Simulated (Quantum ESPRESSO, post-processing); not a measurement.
# 2H-WS2, 1 layer, stepped through the share of short-range exact exchange, part 3 of 3

What law, if any, do the results for 2H-WS2, 1 layer follow against the share of short-range exact exchange?

Quantum ESPRESSO 7.5; plane-wave DFT, PBE, SG15 norm-conserving pseudopotentials.

So far. Step 2 (Variable-cell relaxation of the reference):  The last row is no step: it is a fresh SCF in the final cell with a new plane-wave basis, -0 meV from the row before.

**6. SCF with pw.x, 0.3**

Level of this step: plane-wave DFT, screened hybrid with 0.3 exact exchange, SG15 norm-conserving pseudopotentials (Quantum ESPRESSO 7.5). input_dft overrides the functional of the files.

Input file m5.scf.in:

```
&control
  prefix = 'm5.scf'
  outdir = './out'
  pseudo_dir = './pseudo'
  calculation = 'scf'
  tprnfor = .true.
/
&system
  ibrav = 0
  nat = 3
  ntyp = 2
  ecutwfc = 60
  ecutrho = 240
  occupations = 'fixed'
  nbnd = 23
  input_dft = 'hse'
  exx_fraction = 0.3
  nqx1 = 3
  nqx2 = 3
  nqx3 = 1
  ecutfock = 60
/
&electrons
  conv_thr = 1e-08
  mixing_beta = 0.6
  electron_maxstep = 120
/
ATOMIC_SPECIES
  S   32.0600  S_ONCV_PBE-1.2.upf
  W   183.8400  W_ONCV_PBE-1.2.upf
CELL_PARAMETERS angstrom
  3.18615781900000 0.00000000000000 0.00000000000000
  -1.59307890900000 2.75929361200000 0.00000000000000
  0.00000000000000 0.00000000000000 18.47562023200000
ATOMIC_POSITIONS crystal
  S   0.333333333300 0.666666666700 0.414857061600
  W   0.000000000000 0.000000000000 0.500000000000
  S   0.333333333300 0.666666666700 0.585142938400
K_POINTS automatic
  9 9 1 0 0 0
```

Command:

```
$ OMP_NUM_THREADS=1 mpirun -n 4 pw.x -nk 4 -in m5.scf.in > m5.scf.out
```

The log of the run:

```text
[banner, memory and clock lines left out]
Program PWSCF v.7.5 starts
[...]
Message from routine setup:
[...]
number of electrons       =        40.00
     number of Kohn-Sham states=           23
     kinetic-energy cutoff     =      60.0000  Ry
     charge density cutoff     =     240.0000  Ry
[...]
number of k points=    12
[...]
Dense  grid:    68867 G-vectors     FFT dimensions: (  30,  30, 180)
[...]
negative rho (up, down):  1.202E-04 0.000E+00
     Starting wfcs are random
[...]
negative rho (up, down):  7.173E-06 0.000E+00
[...]
estimated scf accuracy    <       0.19252321 Ry
[...]
negative rho (up, down):  4.526E-06 0.000E+00
[...]
estimated scf accuracy    <       0.67155946 Ry
[...]
negative rho (up, down):  1.241E-06 0.000E+00
[...]
estimated scf accuracy    <       0.02268192 Ry
[...]
estimated scf accuracy    <       0.00117931 Ry
[...]
estimated scf accuracy    <       0.00039861 Ry
[...]
estimated scf accuracy    <       0.00002198 Ry
[...]
estimated scf accuracy    <       0.00001311 Ry
[...]
estimated scf accuracy    <       0.00000013 Ry
[...]
estimated scf accuracy    <       0.00000024 Ry
[...]
highest occupied, lowest unoccupied level (ev):     1.0543    2.8837
!    total energy              =    -585.04895430 Ry
     estimated scf accuracy    <          3.7E-10 Ry
     convergence has been achieved in  10 iterations
[...]
estimated scf accuracy    <       0.02405814 Ry
[...]
estimated scf accuracy    <       0.07840627 Ry
[...]
estimated scf accuracy    <       0.00010514 Ry
[...]
estimated scf accuracy    <       0.00006343 Ry
[...]
estimated scf accuracy    <       0.00000240 Ry
[...]
estimated scf accuracy    <       0.00000050 Ry
[...]
highest occupied, lowest unoccupied level (ev):     0.3789    2.8237
!    total energy              =    -583.58194683 Ry
     estimated scf accuracy    <          9.7E-09 Ry
     convergence has been achieved in   7 iterations
[...]
estimated scf accuracy    <       0.00047990 Ry
[...]
estimated scf accuracy    <       0.00135550 Ry
[...]
estimated scf accuracy    <       0.00000524 Ry
[...]
estimated scf accuracy    <       0.00000084 Ry
[...]
estimated scf accuracy    <       0.00000002 Ry
[...]
highest occupied, lowest unoccupied level (ev):     0.3651    2.8356
!    total energy              =    -583.58382959 Ry
     estimated scf accuracy    <          3.5E-09 Ry
     convergence has been achieved in   6 iterations
[...]
estimated scf accuracy    <       0.00001831 Ry
[...]
estimated scf accuracy    <       0.00004428 Ry
[...]
estimated scf accuracy    <       0.00000047 Ry
[...]
estimated scf accuracy    <       0.00000003 Ry
[...]
highest occupied, lowest unoccupied level (ev):     0.3630    2.8374
!    total energy              =    -583.58390690 Ry
     estimated scf accuracy    <          5.8E-10 Ry
     convergence has been achieved in   5 iterations
[...]
estimated scf accuracy    <       0.00000092 Ry
[...]
estimated scf accuracy    <       0.00000198 Ry
[...]
estimated scf accuracy    <       0.00000004 Ry
[...]
highest occupied, lowest unoccupied level (ev):     0.3631    2.8383
!    total energy              =    -583.58391246 Ry
     estimated scf accuracy    <          1.3E-09 Ry
     convergence has been achieved in   4 iterations
[...]
estimated scf accuracy    <       0.00000004 Ry
[...]
estimated scf accuracy    <       0.00000004 Ry
[...]
highest occupied, lowest unoccupied level (ev):     0.3632    2.8384
!    total energy              =    -583.58391298 Ry
     estimated scf accuracy    <          5.5E-09 Ry
     convergence has been achieved in   3 iterations
[...]
estimated scf accuracy    <       0.00000004 Ry
[...]
estimated scf accuracy    <       0.00000014 Ry
[...]
highest occupied, lowest unoccupied level (ev):     0.3636    2.8390
!    total energy              =    -583.58391303 Ry
     estimated scf accuracy    <          9.7E-11 Ry
     convergence has been achieved in   3 iterations
[...]
highest occupied, lowest unoccupied level (ev):     0.3637    2.8391
!    total energy              =    -583.58391302 Ry
     estimated scf accuracy    <          6.6E-10 Ry
     convergence has been achieved in   1 iterations
[...]
!!   total energy              =    -583.58391301 Ry
[...]
Total force =     0.056668     Total SCF correction =     0.000078
[...]
```

Run time: 2.8 min. Hardware: 4 MPI ranks of Arm Neoverse V1, shared host; peak memory 3.6 GiB.

Read from the output:

* free energy: -7940.0636 eV
* valence top, on the run's zero: 0.3637 eV
* conduction bottom, on the run's zero: 2.839 eV
* gap by band count: 2.475 eV

**7. SCF with pw.x, 0.4**

Level of this step: plane-wave DFT, screened hybrid with 0.4 exact exchange, SG15 norm-conserving pseudopotentials (Quantum ESPRESSO 7.5). input_dft overrides the functional of the files.

m6.scf.in is the input of step 6 with these lines changed:

```diff
@@ -1,3 +1,3 @@
 &control
-  prefix = 'm5.scf'
+  prefix = 'm6.scf'
   outdir = './out'
@@ -16,3 +16,3 @@
   input_dft = 'hse'
-  exx_fraction = 0.3
+  exx_fraction = 0.4
   nqx1 = 3
```

Command:

```
$ OMP_NUM_THREADS=1 mpirun -n 4 pw.x -nk 4 -in m6.scf.in > m6.scf.out
```

The log of the run:

```text
[banner, memory and clock lines left out]
Program PWSCF v.7.5 starts
[...]
Message from routine setup:
[...]
number of electrons       =        40.00
     number of Kohn-Sham states=           23
     kinetic-energy cutoff     =      60.0000  Ry
     charge density cutoff     =     240.0000  Ry
[...]
number of k points=    12
[...]
Dense  grid:    68867 G-vectors     FFT dimensions: (  30,  30, 180)
[...]
negative rho (up, down):  1.202E-04 0.000E+00
     Starting wfcs are random
[...]
negative rho (up, down):  7.173E-06 0.000E+00
[...]
estimated scf accuracy    <       0.19252321 Ry
[...]
negative rho (up, down):  4.526E-06 0.000E+00
[...]
estimated scf accuracy    <       0.67155946 Ry
[...]
negative rho (up, down):  1.241E-06 0.000E+00
[...]
estimated scf accuracy    <       0.02268192 Ry
[...]
estimated scf accuracy    <       0.00117931 Ry
[...]
estimated scf accuracy    <       0.00039861 Ry
[...]
estimated scf accuracy    <       0.00002198 Ry
[...]
estimated scf accuracy    <       0.00001311 Ry
[...]
estimated scf accuracy    <       0.00000013 Ry
[...]
estimated scf accuracy    <       0.00000024 Ry
[...]
highest occupied, lowest unoccupied level (ev):     1.0543    2.8837
!    total energy              =    -585.04895430 Ry
     estimated scf accuracy    <          3.7E-10 Ry
     convergence has been achieved in  10 iterations
[...]
estimated scf accuracy    <       0.03777683 Ry
[...]
estimated scf accuracy    <       0.10728331 Ry
[...]
estimated scf accuracy    <       0.00000007 Ry
[...]
highest occupied, lowest unoccupied level (ev):     0.1282    2.8197
!    total energy              =    -583.10215834 Ry
     estimated scf accuracy    <          3.7E-09 Ry
     convergence has been achieved in   3 iterations
[...]
estimated scf accuracy    <       0.00000002 Ry
[...]
estimated scf accuracy    <       0.00000004 Ry
[...]
highest occupied, lowest unoccupied level (ev):     0.1287    2.8203
!    total energy              =    -583.10215842 Ry
     estimated scf accuracy    <          2.3E-10 Ry
     convergence has been achieved in   3 iterations
[...]
highest occupied, lowest unoccupied level (ev):     0.1287    2.8202
!    total energy              =    -583.10215842 Ry
     estimated scf accuracy    <          3.8E-09 Ry
     convergence has been achieved in   1 iterations
[...]
estimated scf accuracy    <       0.00000003 Ry
[...]
estimated scf accuracy    <       0.00000009 Ry
[...]
highest occupied, lowest unoccupied level (ev):     0.1288    2.8204
!    total energy              =    -583.10215841 Ry
     estimated scf accuracy    <          6.0E-11 Ry
     convergence has been achieved in   3 iterations
[...]
highest occupied, lowest unoccupied level (ev):     0.1289    2.8206
!    total energy              =    -583.10215840 Ry
     estimated scf accuracy    <          1.5E-09 Ry
     convergence has been achieved in   1 iterations
[...]
!!   total energy              =    -583.10215839 Ry
[...]
Total force =     0.076864     Total SCF correction =     0.000100
[...]
```

It took 3.7 min on 4 MPI ranks; peak memory 3.6 GiB; 15 min of CPU time.

Numbers from this step:

| Quantity | Value |
| --- | --- |
| free energy | -7933.5090 eV |
| valence top, on the run's zero | 0.1289 eV |
| conduction bottom, on the run's zero | 2.821 eV |
| gap by band count | 2.692 eV |

**8. The series side by side**

The series in one table:

| the share of short-range exact exchange (0.25 is HSE06, 0 is PBE) | gap on the mesh (eV) | vacuum level over the valence top (eV) |
| --- | --- | --- |
| 0 | 1.829 | 5.718 |
| 0.1 | 2.062 | 5.945 |
| 0.15 | 2.163 | 6.044 |
| 0.2 | 2.265 | 6.146 |
| 0.25 | 2.37 | 6.249 |
| 0.3 | 2.475 | 6.353 |
| 0.4 | 2.692 | 6.568 |

**9. A check by hand**

A line through all members has gap = 1.838 + 2.135 α eV and misses single members by up to 0.010 eV; a gap of 2.33 eV, 0.5 above the first member's, would need α = (2.33 − 1.838)/2.135 = 0.23.

**10. What came out**

```json
{"gap at a share of 0.25 (HSE06)": "2.37 eV", "gap on the mesh, at 0 and at 0.4": "1.83, 2.69 eV", "vacuum level over the valence top, at 0 and at 0.4": "5.72, 6.57 eV"}
```

The series holds 7 members; gap at a share of 0.25 (HSE06): 2.37 eV. From 0 to 0.4 the gap on the mesh rises from 1.83 to 2.69 eV. From 0 to 0.4 the vacuum level over the valence top rises from 5.72 to 6.57 eV. The valence top sinks by 2.11 eV and the gap opens by 2.14 eV per unit share, so the valence top carries 99 % of the opening. Gaps are those of the mesh; no spin-orbit coupling; the q mesh was not tested; the geometry stays that of PBE.

[Logs are printed without paths, hosts, clocks, repeated set-up lines and the standing remarks that a program may print on its own settings, such as how far it seeks lower states.]

[Hosts, paths, dates, database ids (printed as entryN), source tags and the programs' standing remarks are cut or masked in the printed files.]

[Maps of the electrostatic potential energy from Ansatz leave out the sawtooth potential of an applied field or a dipole correction, so their vacuum need not be flat; planar profiles and work functions include it.]
